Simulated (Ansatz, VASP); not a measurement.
Sr in VASP and in Ansatz

INCAR

```
SYSTEM = Sr
  PREC = Accurate
  ENCUT = 520
  EDIFF = 1E-6
  ISMEAR = -1
  SIGMA = 0.02
  LREAL = .False.
  LASPH = .True.
  NELM = 100
  ALGO = Fast
  ISIF = 2
  LWAVE = .False.
  LCHARG = .False.
  GGA = PE
  NBANDS = 28
```

The input KPOINTS:

```
regular mesh
0
Gamma
  9 9 3
  0 0 0
```

File POSCAR:

```
Sr
1.0
    4.3012039437      0.0000000000      0.0000000000
   -2.1506019719      3.7249518821      0.0000000000
    0.0000000000      0.0000000000     14.1848241900
Sr
4
Direct
    0.6666666667      0.3333333333      0.7500000000
    0.0000000000      0.0000000000      0.5000000000
    0.3333333333      0.6666666667      0.2500000000
    0.0000000000      0.0000000000      0.0000000000
```

Input for Ansatz:

```yaml
crystal:
  lattice:
    - [4.3012039437, 0.0, 0.0]
    - [-2.1506019719, 3.7249518821, 0.0]
    - [0.0, 0.0, 14.18482419]
  atoms:
    - { symbol: Sr, position: [0.6666666667, 0.3333333333, 0.75] }
    - { symbol: Sr, position: [0.0, 0.0, 0.5] }
    - { symbol: Sr, position: [0.3333333333, 0.6666666667, 0.25] }
    - { symbol: Sr, position: [0.0, 0.0, 0.0] }
hamiltonian:
  xc: pbe
kpoints:
  mp_grid: { grid: [9, 9, 3] }
scf:
  occupations: { method: fermi_dirac, width: 0.02 }
  convergence: { dr2_threshold: 1.0e-09 }
basis:
  ecutwfc: 720
output:
  eigenvalues: true
  forces: true
  stress: true
```

This isn't the form of Sr at room conditions, which is fcc.

Alike in both runs: task single point; functional PBE; k mesh 9 × 9 × 3; occupations fermi-dirac, width 0.02 eV; no spin polarisation.

|  | VASP | Ansatz |
| --- | --- | --- |
| version | VASP 6.6.1 | Ansatz 0.2.0 |
| potentials or method | VASP PAW PBE potentials, release 64 (Sr_sv) | scalar-relativistic, plane waves, PAW |
| plane-wave cutoff (eV) | 520 | 720 |
| valence electrons in the cell | 40 | 40 |

|  | VASP | Ansatz | Ansatz less VASP |
| --- | --- | --- | --- |
| gap on the k mesh at the Fermi level (eV) | none | none | - |
| pressure (GPa) | -0.3 | -0.3 | 0.00 |

A gap of «none» marks a metal or a gap that the smearing closes. Ansatz warned: «stress_scf_threshold_loose».
